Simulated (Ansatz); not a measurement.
**How the field gradients follow the size of the cell in ZnS**

Reference cell: a Materials Project structure (computed, not necessarily an observed phase), whose atoms a relaxation with PBE at fixed cell left in place.

```
Zn S
1.0
     3.80509    0.00000    0.00000
    -1.90254    3.29530    0.00000
     0.00000    0.00000   24.91593
Zn S
8 8
Direct
  0.33333 0.66667 0.12512
  0.00000 0.00000 0.00016
  0.66667 0.33333 0.62505
  0.66667 0.33333 0.87514
  0.00000 0.00000 0.75002
  0.33333 0.66667 0.50008
  0.00000 0.00000 0.37509
  0.66667 0.33333 0.25013
  0.66667 0.33333 0.34372
  0.66667 0.33333 0.71858
  0.33333 0.66667 0.21873
  0.00000 0.00000 0.84367
  0.66667 0.33333 0.96881
  0.00000 0.00000 0.09373
  0.33333 0.66667 0.59369
  0.00000 0.00000 0.46869
```

Atoms are numbered from 1 in the order listed; like atoms form one site, named after its first atom.

The numbers come from a DFT calculation in Ansatz (PBE, plane waves and PAW, scalar-relativistic, 420 eV cutoff, Γ-centred 8×8×2 k-points, Fermi–Dirac smearing 0.02 eV).

The cell is scaled uniformly, and the ions keep their fractional positions. Five of the sites with a gradient are followed.

Task: How do the gradients (10²¹ V/m²) respond?

Result: 

```csv
V/V₀,Zn4 V_zz (η),Zn5 V_zz (η),S9 V_zz (η),S10 V_zz (η),S11 V_zz (η)
0.99,-0.055 (0.00),-0.091 (0.00),0.084 (0.00),0.13 (0.00),0.095 (0.00)
1.00,-0.056 (0.00),-0.091 (0.00),0.082 (0.00),0.13 (0.00),0.093 (0.00)
1.01,-0.056 (0.00),-0.090 (0.00),0.086 (0.00),0.13 (0.00),0.095 (0.00)
1.02,-0.054 (0.00),-0.086 (0.00),0.085 (0.00),0.13 (0.00),0.094 (0.00)
1.04,-0.053 (0.00),-0.082 (0.00),0.084 (0.00),0.13 (0.00),0.092 (0.00)
```

Logarithmic slopes d ln|V_zz|/d ln V over the series, for the sites that change steadily: Zn5 -2.2. Point charges on a uniformly scaled lattice would give −1; charge that moves in the bonds makes the difference.
